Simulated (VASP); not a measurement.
A run of VASP 6.6.1:

The input INCAR:

```
ALGO = Fast
EDIFF = 1E-6
ENCUT = 520
GGA = CA
ISIF = 2
ISMEAR = -1
LASPH = T
LCHARG = F
LREAL = F
LWAVE = F
NBANDS = 21
NELM = 100
PREC = Accurate
SIGMA = 0.05
```

Contents of KPOINTS:

```
k-points
0
Gamma
  9 9 9
```

Contents of POSCAR:

```
Ge
1.0
   -2.4958980000      2.6508630000      1.4369470000
    2.4958980000     -2.6508630000      1.4369470000
    2.4958980000      2.6508630000     -1.4369470000
Ge
2
Direct
    0.6693924733      0.9313875016      0.7604207429
    0.3359820167      0.0981967684      0.2601767771
```

Potentials or basis: VASP PAW LDA potentials, release 64 (Ge_d).

Command:

```console
$ cat potpaw_LDA.64/Ge_d/POTCAR > POTCAR
$ mpirun -np 1 vasp_std > vasp.out
```

Hardware: 1 thread of AMD EPYC 7R43 64-Core Processor (Zen 3), with other jobs on the host.

**Question.** How long does it take, and how much memory?

**Answer.** It took 4.6 min on 1 thread of AMD EPYC 7R43 64-Core Processor (Zen 3), with other jobs on the host, peak memory 0.28 GiB. Counts: scf iterations 13, k points 365.
